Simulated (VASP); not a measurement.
**VASP 6.6.1 run: MgO**

INCAR

```
EDIFF = 1E-7
NBANDS = 16
LCHARG = .FALSE.
LASPH = .TRUE.
NSW = 0
IBRION = -1
ISIF = 2
NELM = 96
ISMEAR = 1
ENCUT = 520
LREAL = .FALSE.
GGA = PE
LWAVE = .FALSE.
SIGMA = 0.3
PREC = Accurate
ISYM = 0
```

KPOINTS

```
KPOINTS created by Atomic Simulation Environment
0
Monkhorst-Pack
4 4 4
0 0 0
```

POSCAR

```
Mg O
 1.0000000000000000
     3.2882172281021651   -0.0000000000288675    0.0000000000000000
    -1.6441086140260825    2.8476796527125590    0.0000000000000000
     0.0000000000000000    0.0000000000000000    4.8329916237999999
 Mg  O
   2   2
Cartesian
  0.0000000000166667  1.8984531017987498 -0.0832378256627108
  1.6441086140594161  0.9492265508849411  2.3332579862372889
  0.0000000000166667  1.8984531017987498  1.8956096845877104
  1.6441086140594161  0.9492265508849411  4.3121054964877086
```

The recommended PBE PAW datasets give the neutral cell 16 valence electrons.

Command

```
mpirun -np 1 vasp_std
```

Task: Predict the outcome of this run.

Result: It converged. Results: gap between bands v and c on the k mesh 4.68 eV; least direct gap on the k mesh 4.68 eV; pressure 8.1 GPa; largest force 0.04 eV/Å. Band v is the last that the valence electrons fill when counted band by band, and c is the next.

OSZICAR

```
N       E                     dE             d eps       ncg     rms          rms(c)
DAV:   1     0.600898682063E+02    0.60090E+02   -0.76209E+03  3088   0.889E+02
DAV:   2    -0.239014842128E+02   -0.83991E+02   -0.77627E+02  4368   0.197E+02
DAV:   3    -0.277082606909E+02   -0.38068E+01   -0.38051E+01  3464   0.431E+01
DAV:   4    -0.277234078661E+02   -0.15147E-01   -0.15147E-01  3808   0.322E+00
DAV:   5    -0.277234812478E+02   -0.73382E-04   -0.73382E-04  3488   0.214E-01    0.117E+01
DAV:   6    -0.234942802398E+02    0.42292E+01   -0.11785E+01  3072   0.261E+01    0.371E+00
DAV:   7    -0.234550500817E+02    0.39230E-01   -0.15197E-01  3072   0.312E+00    0.218E+00
DAV:   8    -0.234496230360E+02    0.54270E-02   -0.87681E-02  3312   0.326E+00    0.486E-01
DAV:   9    -0.234473521282E+02    0.22709E-02   -0.30917E-03  3840   0.512E-01    0.163E-01
DAV:  10    -0.234480547199E+02   -0.70259E-03   -0.14008E-03  3072   0.245E-01    0.314E-02
DAV:  11    -0.234480728587E+02   -0.18139E-04   -0.13340E-05  3552   0.283E-02    0.191E-02
DAV:  12    -0.234480738306E+02   -0.97191E-06   -0.74209E-06  3072   0.239E-02    0.372E-03
DAV:  13    -0.234480738014E+02    0.29192E-07   -0.72347E-07  3128   0.716E-03
   1 F= -.23448074E+02 E0= -.23455847E+02  d E =0.233203E-01
```

Standard output (part)

```
POSCAR found type information on POSCAR MgO
 POSCAR found :  2 types and       4 ions
 LDA part: xc-table for (Slater+PW92), standard interpolation
 POSCAR, INCAR and KPOINTS ok, starting setup
 WAVECAR not read
 entering main loop
```

These settings aren't sound, so the numbers aren't properties of the crystal. The shifted mesh misses Γ, so a band edge there is missed.

On sound settings PBE gives a gap of 3.59 eV on its mesh and a pressure of 8.2 GPa for the intended cell.
